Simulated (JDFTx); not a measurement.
## Pt: equation of state with PBEsol

Crystal: Pt.

```
Pt
1.0
     0.00000    1.96090    1.96090
     1.96090    0.00000    1.96090
     1.96090    1.96090    0.00000
Pt
1
Direct
  0.00000 0.00000 0.00000
```

```json
{
 "Program": "JDFTx 1.7.0 (patched build)",
 "Task": "equation of state",
 "Functional": "PBEsol",
 "Potentials or basis": "PseudoDojo-SR-PBEsol-0.4.1-standard with smoothed tails",
 "Cutoff": "1143 eV",
 "Density cutoff": "4572 eV",
 "k mesh": "12 × 12 × 12",
 "Occupations": "fermi-dirac, width 0.05 eV",
 "Spin": "no spin polarisation"
}
```

| Quantity | Value |
| --- | --- |
| Equilibrium volume | 15.02 Å³/atom |
| Bulk modulus | 287 GPa |
| Pressure derivative of the bulk modulus | 5.3 |

Energy against volume, from the lowest point:
```tsv
volume (Å³/atom)	energy (meV/atom)
14.175	47.75
14.477	18.73
14.778	3.36
15.080	0.00
15.381	7.24
15.683	23.83
15.985	48.63
```

Spin-orbit coupling is left out, which matters for the levels of Pt.
